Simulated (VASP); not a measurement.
# CoO (R3m) in VASP: settings compared

One crystal, CoO, is run at these levels: PBEsol+U, PBE+D4+U, PBEsol+D4+U; tasks: single point.

Program: VASP 6.6.1. These are calculated values, not measurements. Logs are shortened: lines on timing, memory, paths and dates and some standing lists are left out, and cuts for length are marked.

## 1. The structure

It takes space group R3m (No. 160, trigonal). Conventional cell: a = 3.204 Å, b = 3.204 Å, c = 7.699 Å, α = 90.00°, β = 90.00°, γ = 120.00°. Co (site symmetry 3m) is surrounded by 4 O at 1.91 to 1.96 Å. Around O (site symmetry 3m) lie 4 Co at 1.91 to 1.96 Å.

Measurements of this composition are mostly on another form, of space group No. 225.

## 2. Single point, PBEsol+U, collinear spin, typed start (volume scaled by 0.96)

The input, INCAR:

```
  PREC = Accurate
  ENCUT = 520
  EDIFF = 1E-6
  ISMEAR = 0
  SIGMA = 0.1
  LREAL = False
  LASPH = True
  NELM = 150
  ALGO = Normal
  ISIF = 2
  LWAVE = False
  LCHARG = False
  ISPIN = 2
  MAGMOM = 2 0
  LORBIT = 11
  LMAXMIX = 4
  LDAU = True
  LDAUTYPE = 2
  LDAUL = 2 -1
  LDAUU = 1 0
  LDAUJ = 0 0
  LDAUPRINT = 1
  GGA = PS
  NBANDS = 18
```

The input, KPOINTS:

```
Automatic mesh
0
Gamma
  10 10 10
```

The input, POSCAR:

```
CoO
1.0
    1.5805655677      0.9125399560      2.5317845992
   -1.5805655677      0.9125399560      2.5317845992
    0.0000000000     -1.8250799120      2.5317845992
Co O
1 1
Direct
    0.9989783200      0.9989783200      0.9989783200
    0.7510210300      0.7510210300      0.7510210300
```

Potentials or basis: VASP PAW PBE potentials, release 64 (Co, O).

Started as:

```
$ cat potpaw_PBE.64/Co/POTCAR potpaw_PBE.64/O/POTCAR > POTCAR
$ mpirun -np 1 vasp_std > vasp.out
```

OUTCAR:

```text
PREC = Accurate
   ENCUT = 520
   EDIFF = 1E-6
   ISMEAR = 0
   LREAL = False
   LASPH = True
   NELM = 150
   ISIF = 2
   ISPIN = 2
   LORBIT = 11
   GGA = PS

 ion  position               nearest neighbor table
   1  0.999  0.999  0.999-   2 1.88   2 1.94   2 1.94   2 1.94
   2  0.751  0.751  0.751-   1 1.88   1 1.94   1 1.94   1 1.94

  LATTYP: Found a trigonal (rhomboedric) cell.
 ALAT       =     3.1210334734
 COS(alpha) =     0.4870699110

  Lattice vectors:

 A1 = (   1.5805655677,   0.9125399560,   2.5317845992)
 A2 = (  -1.5805655677,   0.9125399560,   2.5317845992)
 A3 = (   0.0000000000,  -1.8250799120,   2.5317845992)

Analysis of symmetry for initial positions (statically):
=====================================================================
 Subroutine PRICEL returns:
 Original cell was already a primitive cell.

 Routine SETGRP: Setting up the symmetry group for a
 trigonal (rhombohedral) supercell.

 Subroutine GETGRP returns: Found  6 space group operations
 (whereof  6 operations were pure point group operations)
 out of a pool of 12 trial point group operations.

The static configuration has the point symmetry C_3v.

Analysis of symmetry for dynamics (positions and initial velocities):
=====================================================================
 Subroutine PRICEL returns:
 Original cell was already a primitive cell.

 Routine SETGRP: Setting up the symmetry group for a
 trigonal (rhombohedral) supercell.

 Subroutine GETGRP returns: Found  6 space group operations
 (whereof  6 operations were pure point group operations)
 out of a pool of 12 trial point group operations.

The dynamic configuration has the point symmetry C_3v.

Analysis of structural, dynamic, and magnetic symmetry:
=====================================================================
 Subroutine PRICEL returns:
 Original cell was already a primitive cell.

 Routine SETGRP: Setting up the symmetry group for a
 trigonal (rhombohedral) supercell.

 Subroutine GETGRP returns: Found  6 space group operations
 (whereof  6 operations were pure point group operations)
 out of a pool of 12 trial point group operations.

The overall configuration has the point symmetry C_3v.

 Subroutine INISYM returns: Found  6 space group operations
 (whereof  6 operations are pure point group operations),
 and found     1 'primitive' translations

----------------------------------------------------------------------------------------

                                     Primitive cell

  volume of cell :      21.9100

  direct lattice vectors                    reciprocal lattice vectors
     1.580565568  0.912539956  2.531784599     0.316342460  0.182640404  0.131659436
    -1.580565568  0.912539956  2.531784599    -0.316342460  0.182640404  0.131659436
     0.000000000 -1.825079912  2.531784599     0.000000000 -0.365280809  0.131659436

  length of vectors
     3.121033473  3.121033473  3.121033473     0.388283758  0.388283758  0.388283758

  position of ions in fractional coordinates (direct lattice)
     0.998978320  0.998978320  0.998978320
     0.751021030  0.751021030  0.751021030

  ion indices of the primitive-cell ions
   primitive index   ion index
                 1           1
                 2           2

----------------------------------------------------------------------------------------

 KPOINTS: Automatic mesh

Automatic generation of k-mesh.
 Grid dimensions read from file:
 generate k-points for:   10   10   10

 Generating k-lattice:
[... 62 lines left out ...]
   EDIFF  = 0.1E-05   stopping-criterion for ELM
   LREAL  =      F    real-space projection
   EDIFFG = 0.1E-04   stopping-criterion for IOM
   NSW    =      0    number of steps for IOM
   IBRION =     -1    ionic relax: 0-MD 1-quasi-New 2-CG
   NFREE  =      0    steps in history (QN), initial steepest desc. (CG)
   ISIF   =      2    stress and relaxation
   ISYM   =      2    0-nonsym 1-usesym 2-fastsym
   POTIM  = 0.5000    time-step for ionic-motion
   TEBEG  =    0.0;   TEEND  =   0.0 temperature during run
   PSTRESS=    0.0 pullay stress
   NELECT =      15.0000    total number of electrons
   NUPDOWN=      -1.0000    fix difference up-down
   EMIN   =  10.00;   EMAX   =-10.00  energy-range for DOS
   EFERMI =   0.00;   METHOD = LEGACY
   ISMEAR =     0;   SIGMA  =   0.10  broadening in eV -4-tet -1-fermi 0-gaus
   EFERMI_NEDOS =   21; number of points for ismear=-14 and -15
   IALGO  =     38    algorithm
   IMIX   =      4    mixing-type and parameters
     AMIX     =   0.40;   BMIX     =  1.00
     AMIX_MAG =   1.60;   BMIX_MAG =  1.00
  volume/ion in A,a.u.               =      10.96        73.93
  Fermi-wavevector in a.u.,A,eV,Ry     =   1.442861  2.726612 28.325254  2.081847
  Thomas-Fermi vector in A             =   2.561333
   LORBIT       =     11    0 simple, 1 ext, 2 COOP (PROOUT), +10 PAW based schemes
 LDA+U is selected, type is set to LDAUTYPE =  2
[... 14 lines left out ...]
   NGX = 11   NGY = 11   NGZ = 11

atom =   1  type =  1  l = 2

 onsite density matrix

spin component  1

  0.9612 -0.0000  0.0000  0.0012  0.0000
 -0.0000  0.9625  0.0000  0.0000  0.0012
  0.0000  0.0000  0.9539 -0.0000  0.0000
  0.0012  0.0000 -0.0000  0.9625  0.0000
  0.0000  0.0012  0.0000  0.0000  0.9612

spin component  2

  0.4629 -0.0000  0.0000 -0.2705 -0.0000
 -0.0000  0.6324 -0.0000 -0.0000 -0.2705
  0.0000 -0.0000  0.2864 -0.0000  0.0000
 -0.2705 -0.0000 -0.0000  0.6324  0.0000
 -0.0000 -0.2705  0.0000  0.0000  0.4629

 occupancies and eigenvectors

  o =  0.2642  v =  0.0000  0.0000  0.0000  0.0000  0.0000 -0.8059  0.0000  0.0000 -0.5920 -0.0000      0.0000  0.0000  0.0000  0.0000  0.0000  0.0000  0.0000  0.0000  0.0000  0.0000
  o =  0.2642  v =  0.0000  0.0000  0.0000  0.0000  0.0000  0.0000  0.5920 -0.0000  0.0000  0.8059      0.0000  0.0000  0.0000  0.0000  0.0000  0.0000  0.0000  0.0000  0.0000  0.0000
  o =  0.2864  v =  0.0000  0.0000  0.0000  0.0000  0.0000  0.0000  0.0000  1.0000  0.0000  0.0000      0.0000  0.0000  0.0000  0.0000  0.0000  0.0000  0.0000  0.0000  0.0000  0.0000
  o =  0.8311  v =  0.0000  0.0000  0.0000  0.0000  0.0000  0.5920  0.0000  0.0000 -0.8059 -0.0000      0.0000  0.0000  0.0000  0.0000  0.0000  0.0000  0.0000  0.0000  0.0000  0.0000
  o =  0.8311  v =  0.0000  0.0000  0.0000  0.0000  0.0000  0.0000  0.8059 -0.0000  0.0000 -0.5920      0.0000  0.0000  0.0000  0.0000  0.0000  0.0000  0.0000  0.0000  0.0000  0.0000
  o =  0.9539  v =  0.0000 -0.0000 -1.0000  0.0000  0.0000  0.0000  0.0000  0.0000  0.0000  0.0000      0.0000  0.0000  0.0000  0.0000  0.0000  0.0000  0.0000  0.0000  0.0000  0.0000
  o =  0.9605  v = -0.8640 -0.0000  0.0000  0.5035  0.0000  0.0000  0.0000  0.0000  0.0000  0.0000      0.0000  0.0000  0.0000  0.0000  0.0000  0.0000  0.0000  0.0000  0.0000  0.0000
  o =  0.9605  v =  0.0000  0.5035 -0.0000  0.0000 -0.8640  0.0000  0.0000  0.0000  0.0000  0.0000      0.0000  0.0000  0.0000  0.0000  0.0000  0.0000  0.0000  0.0000  0.0000  0.0000
  o =  0.9632  v =  0.5035 -0.0000  0.0000  0.8640  0.0000  0.0000  0.0000  0.0000  0.0000  0.0000      0.0000  0.0000  0.0000  0.0000  0.0000  0.0000  0.0000  0.0000  0.0000  0.0000
  o =  0.9632  v =  0.0000  0.8640  0.0000  0.0000  0.5035  0.0000  0.0000  0.0000  0.0000  0.0000      0.0000  0.0000  0.0000  0.0000  0.0000  0.0000  0.0000  0.0000  0.0000  0.0000

 number of electron      14.9999998 magnetization       2.7575682

 Free energy of the ion-electron system (eV)
  ---------------------------------------------------
  ext. energy  EPLUGINS =         0.00000000
  ---------------------------------------------------
  free energy    TOTEN  =       -13.66158466 eV

  energy without entropy =      -13.65479441  energy(sigma->0) =      -13.65818953

 E-fermi :   6.2407     XC(G=0): -11.6928

 val. band max:        6.2264970860   @ k =  -0.3000   0.5000   0.1000
 cond. band min:       6.2423701423   @ k =  -0.4000   0.4000   0.2000
 fundamental gap:      0.0158730564
 Fermi energy:         6.2407095518

 spin component 1

 k-point     1 :       0.0000    0.0000    0.0000
  band No.  band energies     occupation
      1     -13.8564      1.00000
      2      -0.3073      1.00000
      3      -0.2482      1.00000
      4      -0.2482      1.00000
      5       3.7595      1.00000
      6       3.7595      1.00000
[... 1001 lines left out ...]
     17      34.0306      0.00000
     18      36.0250      0.00000

 [... further k-points ...]

------------------------ aborting loop because EDIFF is reached ----------------------------------------

  FORCE on cell =-STRESS in cart. coord.  units (eV):
  Direction    XX          YY          ZZ          XY          YZ          ZX
  --------------------------------------------------------------------------------------
  -------------------------------------------------------------------------------------
  Total       -0.2888086     -0.2888086      0.5747659      0.0000000      0.0000000      0.0000000
  in kB      -21.1192415    -21.1192415     42.0299781      0.0000000      0.0000000      0.0000000
  external PRESSURE =      -0.0695016 kB  Pullay stress =       0.0000000 kB

 VOLUME and BASIS-vectors are now :
 -----------------------------------------------------------------------------
  energy-cutoff  :      520.00
  volume of cell :       21.91
      direct lattice vectors                 reciprocal lattice vectors
     1.580565568  0.912539956  2.531784599     0.316342460  0.182640404  0.131659436
    -1.580565568  0.912539956  2.531784599    -0.316342460  0.182640404  0.131659436
     0.000000000 -1.825079912  2.531784599     0.000000000 -0.365280809  0.131659436

 POSITION                                       TOTAL-FORCE (eV/Angst)
 -----------------------------------------------------------------------------------
      0.00000      0.00000      7.58759         0.000000      0.000000      0.323553
      0.00000      0.00000      5.70427         0.000000     -0.000000     -0.323553
 -----------------------------------------------------------------------------------
    total drift:                               -0.000000      0.000000      0.000065

  FREE ENERGIE OF THE ION-ELECTRON SYSTEM (eV)
  ---------------------------------------------------
  free  energy   TOTEN  =       -13.6615846579 eV

  energy  without entropy=      -13.6547944099  energy(sigma->0) =      -13.65818953

 total charge

# of ion       s       p       d       tot
------------------------------------------
    1        0.365   0.492   7.248   8.106
    2        1.547   3.445   0.000   4.992
--------------------------------------------------
tot          1.912   3.937   7.248  13.098

 magnetization (x)

# of ion       s       p       d       tot
------------------------------------------
    1        0.019   0.055   2.326   2.400
    2        0.020   0.255   0.000   0.275
--------------------------------------------------
tot          0.039   0.310   2.326   2.675
```

Run time: 31 s. Hardware: 1 thread of Intel Xeon 6975P-C (Granite Rapids), shared host; peak memory 0.17 GiB.

What came out:

| Property | Result |
| --- | --- |
| Free energy | -13.6616 eV |
| Pressure | 0.0 GPa |
| Largest force | 0.324 eV/Å |
| Band gap on the k mesh | none (metal or under the smearing width) |
| Net moment | 2.76 μB per cell |
| Site moments | Co +2.40; O +0.28 μB |
| Valence electrons inside the program's atomic spheres | Co 8.11; O 4.99 |

Forces on the atoms (eV/Å):
```
Co   0.000  0.000  0.324
O    0.000  0.000 -0.324
```

Stress tensor (GPa, compression positive):
```
-2.11  0.00  0.00
 0.00 -2.11  0.00
 0.00  0.00  4.20
```

Eigenvalues of the final occupation matrices:
```tsv
site	spin	trace	eigenvalues
site 1 d	1	4.80	0.95 0.96 0.96 0.96 0.96
site 1 d	2	2.48	0.26 0.26 0.29 0.83 0.83
```

Caveat: the PAW data sets were made with another functional, which shifts forces and pressure a little; a cell with one magnetic atom can't hold antiferromagnetic order, which such compounds often take.

## 3. Single point, PBE+D4+U, collinear spin, typed start (atoms moved at random, drawn with an rms of 0.1 Å)

The input, INCAR:

```
PREC = Accurate ; ENCUT = 520
EDIFF = 1E-7 ; ISMEAR = 1
SIGMA = 0.025 ; LREAL = False
LASPH = True ; NELM = 150
ALGO = Normal ; ISIF = 2
LWAVE = False ; LCHARG = True
ISPIN = 2 ; MAGMOM = -0.76 0
LORBIT = 11 ; LMAXMIX = 4
LDAU = True ; LDAUTYPE = 2
LDAUL = 2 -1 ; LDAUU = 4.5 0
LDAUJ = 0 0 ; LDAUPRINT = 1
GGA = PE ; IVDW = 13
LELF = True ; LVHAR = True
NBANDS = 18
```

KPOINTS is that of step 2.

The input, POSCAR:

```
CoO
1.0
    1.6022198417      0.9250420569      2.5664708903
   -1.6022198417      0.9250420569      2.5664708903
    0.0000000000     -1.8500841138      2.5664708903
Co O
1 1
Direct
    0.9977180000      0.9902160000      0.9958960000
    0.7336110000      0.7661740000      0.7474210000
```

Potentials or basis: VASP PAW PBE potentials, release 64 (Co, O).

Started as:

```
$ cat potpaw_PBE.64/Co/POTCAR potpaw_PBE.64/O/POTCAR > POTCAR
$ mpirun -np 1 vasp_std > vasp.out
```

Wall time 2.6 min (1 thread of Intel Xeon 6975P-C (Granite Rapids), shared host); peak memory 0.39 GiB.

The run converged. Its results:

```yaml
Free_energy: -12.2511 eV
Pressure: 10.1 GPa
Largest_force: 0.825 eV/Å
Band_gap_on_the_k_mesh: 0.71 eV, direct
Net_moment: -3.00 μB per cell
Site_moments: Co -2.74; O -0.17 μB
Valence_electrons_inside_the_program's_atomic_spheres: Co 8.04; O 5.05
Dispersion_energy_per_atom: -0.241 eV
```

Forces in eV/Å, atoms in the order of the input:
```
Co  -0.550  0.014  0.615
O    0.550 -0.014 -0.615
```

Stress tensor (GPa, compression positive):
```
 6.52  3.30  2.73
 3.30  7.02 -0.02
 2.73 -0.02 16.61
```

Levels at points of the mesh, in eV from the valence-band top:
Spin up:
| k point | band 3 | band 4 | band 5 | band 6 | band 7 | band 8 | band 9 | band 10 |
| --- | --- | --- | --- | --- | --- | --- | --- | --- |
| (0.00, 0.00, 0.00) | -3.69 | -3.42 | -2.20 | -2.18 | 1.38 | 4.60 | 4.77 | 4.82 |
| (0.50, 0.00, 0.00) | -4.03 | -3.90 | -1.59 | -1.24 | 2.41 | 3.73 | 3.79 | 6.84 |
| (0.00, 0.50, 0.00) | -4.12 | -4.08 | -1.60 | -1.47 | 2.83 | 4.04 | 4.08 | 6.86 |
| (0.00, 0.00, 0.50) | -4.06 | -3.97 | -1.66 | -1.28 | 2.59 | 3.84 | 3.91 | 6.85 |
| (0.50, 0.50, 0.00) | -3.56 | -3.51 | -1.86 | -1.09 | 1.19 | 3.31 | 3.33 | 7.54 |
| (0.50, 0.00, 0.50) | -3.61 | -3.45 | -1.86 | -1.08 | 1.18 | 3.31 | 3.33 | 7.55 |
| (0.00, 0.50, 0.50) | -3.64 | -3.43 | -1.86 | -1.14 | 1.23 | 3.32 | 3.36 | 7.55 |
| (0.50, 0.50, 0.50) | -4.08 | -3.98 | -1.53 | -1.17 | 2.31 | 3.67 | 3.77 | 6.79 |
Spin down:
| k point | band 5 | band 6 | band 7 | band 8 | band 9 | band 10 | band 11 | band 12 | band 13 | band 14 |
| --- | --- | --- | --- | --- | --- | --- | --- | --- | --- | --- |
| (0.00, 0.00, 0.00) | -3.78 | -3.77 | -0.26 | -0.09 | 0.00 | 0.71 | 14.47 | 14.49 | 15.05 | 19.66 |
| (0.50, 0.00, 0.00) | -4.44 | -3.87 | -3.85 | -1.06 | -0.90 | 6.23 | 7.44 | 13.50 | 14.06 | 17.61 |
| (0.00, 0.50, 0.00) | -4.17 | -3.77 | -3.75 | -0.77 | -0.70 | 6.23 | 7.33 | 13.50 | 13.83 | 17.89 |
| (0.00, 0.00, 0.50) | -4.32 | -3.84 | -3.79 | -0.98 | -0.79 | 6.23 | 7.39 | 13.47 | 14.02 | 17.71 |
| (0.50, 0.50, 0.00) | -4.95 | -3.51 | -2.73 | -2.49 | -2.35 | 5.07 | 10.58 | 11.12 | 14.67 | 14.92 |
| (0.50, 0.00, 0.50) | -4.95 | -3.51 | -2.62 | -2.62 | -2.34 | 5.07 | 10.58 | 11.12 | 14.65 | 14.94 |
| (0.00, 0.50, 0.50) | -4.92 | -3.50 | -2.82 | -2.42 | -2.36 | 5.09 | 10.59 | 11.15 | 14.62 | 14.93 |
| (0.50, 0.50, 0.50) | -4.49 | -3.91 | -3.87 | -1.17 | -0.94 | 6.18 | 7.66 | 13.30 | 13.67 | 17.42 |

Eigenvalues of the final occupation matrices:
```csv
site,spin,trace,eigenvalues
site 1 d,1,2.28,0.11 0.12 0.13 0.96 0.96
site 1 d,2,4.95,0.98 0.98 1.00 1.00 1.00
```

Caveat: a cell with one magnetic atom can't hold antiferromagnetic order, which such compounds often take.

## 4. Single point, PBEsol+D4+U, collinear spin, typed start

The input, INCAR:

```
SYSTEM = CoO
  PREC = Accurate
  ENCUT = 520
  EDIFF = 1E-7
  ISMEAR = 1
  SIGMA = 0.1
  LREAL = .FALSE.
  LASPH = .TRUE.
  NELM = 150
  ALGO = Normal
  ISIF = 2
  LWAVE = .FALSE.
  LCHARG = .FALSE.
  ISPIN = 2
  MAGMOM = 2 0
  LORBIT = 11
  LMAXMIX = 4
  LDAU = .TRUE.
  LDAUTYPE = 2
  LDAUL = 2 -1
  LDAUU = 7 0
  LDAUJ = 0 0
  LDAUPRINT = 1
  GGA = PS
  IVDW = 13
  NBANDS = 18
```

The input, KPOINTS:

```
Automatic mesh
0
G
  10 10 10
  0 0 0
```

The input, POSCAR:

```
CoO
1.0
    1.6022198417      0.9250420569      2.5664708903
   -1.6022198417      0.9250420569      2.5664708903
    0.0000000000     -1.8500841138      2.5664708903
Co O
1 1
Direct
    0.9989783200      0.9989783200      0.9989783200
    0.7510210300      0.7510210300      0.7510210300
```

Started as:

```
$ cat potpaw_PBE.64/Co/POTCAR potpaw_PBE.64/O/POTCAR > POTCAR
$ mpirun -np 1 vasp_std > vasp.out
```

Run time: 93 s. Hardware: 1 thread of Intel Xeon Platinum 8488C (Sapphire Rapids), shared host; peak memory 0.2 GiB.

It converged, with:

```yaml
Free_energy: -12.3246 eV
Pressure: 4.2 GPa
Largest_force: 0.419 eV/Å
Band_gap_on_the_k_mesh: 1.05 eV, direct
Net_moment: 3.00 μB per cell
Site_moments: Co +2.84; O +0.11 μB
Valence_electrons_inside_the_program's_atomic_spheres: Co 8.07; O 5.04
Dispersion_energy_per_atom: -0.136 eV
```

Forces on the atoms (eV/Å):
```
Co   0.000  0.000  0.419
O    0.000  0.000 -0.419
```

Stress tensor (GPa, compression positive):
```
1.75 0.00 0.00
0.00 1.75 0.00
0.00 0.00 9.06
```

Levels at points of the mesh, in eV from the valence-band top:
Spin up:
```tsv
k point	band 5	band 6	band 7	band 8	band 9	band 10	band 11	band 12	band 13	band 14
(0.00, 0.00, 0.00)	-4.65	-4.65	-0.09	-0.09	0.00	1.05	14.76	14.76	15.34	19.44
(0.50, 0.00, 0.00)	-4.93	-4.70	-4.68	-0.78	-0.78	6.55	7.70	13.57	13.88	17.87
(0.50, 0.50, 0.00)	-5.76	-4.38	-2.73	-2.52	-2.32	5.13	10.85	11.26	14.90	15.15
(0.50, 0.50, 0.50)	-5.08	-4.74	-4.74	-0.91	-0.91	6.49	7.91	13.46	13.46	17.65
```
Spin down:
```
           k point  band 2  band 3  band 4  band 5  band 6  band 7  band 8  band 9  band 10  band 11
(0.00, 0.00, 0.00)   -2.95   -2.95   -2.93   -2.83   -2.83    1.73    5.87    5.87     5.92    15.37
(0.50, 0.00, 0.00)   -5.31   -3.99   -3.89   -1.65   -1.54    3.78    5.09    5.09     7.19     9.26
(0.50, 0.50, 0.00)   -6.20   -3.01   -2.98   -2.56   -1.43    2.10    4.63    4.63     8.30    11.20
(0.50, 0.50, 0.50)   -5.26   -4.01   -4.01   -1.49   -1.49    3.55    5.00    5.00     7.14     9.68
```

Eigenvalues of the final occupation matrices:
```tsv
site	spin	trace	eigenvalues
site 1 d	1	5.01	0.99 0.99 1.01 1.01 1.02
site 1 d	2	2.24	0.09 0.09 0.10 0.98 0.98
```

Caveat: the PAW data sets were made with another functional, which shifts forces and pressure a little; a cell with one magnetic atom can't hold antiferromagnetic order, which such compounds often take. The state reached can hang on the start; a lower one may exist.

## 5. Overview

```tsv
level	U	cell	smearing	gap on the mesh (eV)	pressure (GPa)	moment (μB)	largest force (eV/Å)
PBEsol+U	Co d U = 1.0 eV	volume scaled by 0.96	gaussian 0.1 eV	none	0.0	2.76	0.32
PBE+D4+U	Co d U = 4.5 eV	atoms moved at random, drawn with an rms of 0.1 Å	methfessel-paxton 0.025 eV	0.71	10.1	3.00	0.82
PBEsol+D4+U	Co d U = 7.0 eV	as given	methfessel-paxton 0.1 eV	1.05	4.2	3.00	0.42
```

Alike in all rows: task single point; potentials or basis VASP PAW PBE potentials, release 64 (Co, O); spin collinear, typed start; k mesh 10 × 10 × 10; cutoff (eV) 520.

Caveats: a cell with one magnetic atom can't hold antiferromagnetic order, which such compounds often take; the PAW data sets were made with another functional, which shifts forces and pressure a little (some runs).

Absolute energies hang on the potentials; compare differences alone.
